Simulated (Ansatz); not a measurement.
**Mo: distorted cells**

Computed with DFT PBE, scalar-relativistic, plane waves, PAW in Ansatz 0.2.0.

Settings: cutoff 420 eV, Γ-centred mesh 16×16×14 on the computed 1-atom cell, Gaussian smearing of 0.10 eV; no spin polarisation.

Reference cell:

```
Mo
1.0
     2.73551    0.00000    0.00000
    -1.36776    2.36902    0.00000
     0.00000    0.00000    2.55518
Mo
1
Direct
  0.00000 0.00000 0.50000
```

Each variant moves atoms of this cell by the vectors given, if any (Å), and then applies a symmetric strain (tensor components, Cartesian axes). The reference cell isn't relaxed at this level. Energies are per atom at zero smearing, counted from the lowest variant. Pressure is positive in compression.

1. strain (xx yy zz yz xz xy, %) 2.18 1.59 2.06 -2.31 -4.00 0.51
2. strain (xx yy zz yz xz xy, %) 0.02 6.95 3.62 -4.93 2.84 -6.00
3. strain (xx yy zz yz xz xy, %) 0.43 1.37 1.54 2.00 0.30 0.34

```tsv
result	ΔE (meV/atom)	P (GPa)
A	18.7	-3.61
B	8.5	-14.27
C	0.0	-8.35
```

**Question.** Which variant gave which result?

**Answer.** A is 3, B is 2, C is 1. The pressure falls as the cell grows: from the smallest volume to the largest the variants are 3, 1, 2.

This form isn't the element's structure at ambient conditions.